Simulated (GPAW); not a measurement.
Input of a GPAW 26.7.0 run:

The input run.py:

```python
import json
import numpy as np
from ase.dft.bandgap import bandgap
from ase.io import read, write
from gpaw import GPAW, PW

atoms = read('Yb.xyz')
atoms.set_initial_magnetic_moments([1.0])

calc = GPAW(mode=PW(800),
            xc={'name': 'vdW-DF2', 'backend': 'libvdwxc'},
            kpts={'size': (9, 9, 9), 'gamma': True},
            occupations={'name': 'fermi-dirac', 'width': 0.05},
            nbands=24,
            convergence={'density': 1e-05, 'energy': 1e-05},
            maxiter=150,
            txt='gpaw.txt')
atoms.calc = calc
energy = atoms.get_potential_energy()
forces = atoms.get_forces()
calc.write('gs.gpw')
write('result.traj', atoms)
print(f'Energy: {energy:.6f} eV')
print('Forces (eV/A):')
print(forces.round(4))
print('Moments:', calc.get_magnetic_moments().round(3))
print('Fermi level:', round(calc.get_fermi_level(), 4), 'eV')
print(f'Gap: {bandgap(calc)[0]:.4f} eV, direct: {bandgap(calc, direct=True)[0]:.4f} eV')

size = (14, 14, 14)
dense = calc.fixed_density(kpts={'size': size, 'gamma': True}, update_fermi_level=True,
                           convergence={'bands': 'CBM+2.0', 'eigenstates': 1e-7}, txt='dense.txt')
ef = dense.get_fermi_level()
index = np.round(dense.get_bz_k_points() * size).astype(int) % size
recip = 2 * np.pi * atoms.cell.reciprocal()
sheets = []
for s, e_kn in enumerate(dense.eigenvalues()):
    for n in range(e_kn.shape[1] - 2):
        if e_kn[:, n].min() < ef < e_kn[:, n].max():
            e = np.empty(size)
            e[tuple(index.T)] = e_kn[dense.get_bz_to_ibz_map(), n] - ef
            de = np.array([(np.roll(e, -1, c) - np.roll(e, 1, c)) * size[c] / 2 for c in range(3)])
            v = np.linalg.norm(np.einsum('vc,cxyz->vxyz', np.linalg.inv(recip), de), axis=0)
            w = np.exp(-(e / 0.1)**2) / (0.1 * np.pi**0.5)
            sheets.append({'spin': s, 'band': n, 'filled': (e < 0).mean(), 'dos': w.mean(), 'bottom': e.min(), 'top': e.max(),
                           'velocity': (w * v).sum() / w.sum() * 1.519267e5, 'slice': e[:, :, 0].round(3).tolist()})
            print(f'spin {s} band {n}: filled share {sheets[-1]["filled"]:.3f}, from {e.min():.3f} to {e.max():.3f} eV,',
                  f'{w.mean():.3f} states/eV, mean velocity {sheets[-1]["velocity"]:.3e} m/s')
print('Fermi level on the dense mesh:', round(ef, 4), 'eV,', len(sheets), 'sheets')
json.dump({'ef': ef, 'sheets': sheets}, open('fermi.json', 'w'))
```

File Yb.xyz:

```xyz
1
Lattice="-2.1514830000 2.1514830000 2.1514830000 2.1514830000 -2.1514830000 2.1514830000 2.1514830000 2.1514830000 -2.1514830000" Properties=species:S:1:pos:R:3 pbc="T T T"
Yb     0.0000000000      0.0000000000      0.0000000000
```

Potentials or basis: GPAW PAW data sets (gpaw-data 1.2.1), pw.

Command:

```console
$ OMP_NUM_THREADS=1 python run.py
```

Problem. Estimate the net moment.

Solution. 0.00 μB per cell.

Problem. What does it give for the band gap on the k mesh?

Solution. None (metal or under the smearing width).

Caveat: one-centre terms of the f shell are cut off; the PAW data sets were made with another functional, which shifts forces and pressure a little; spin-orbit coupling is left out, which moves the levels of the heavy elements. The state reached can hang on the start; a lower one may exist.
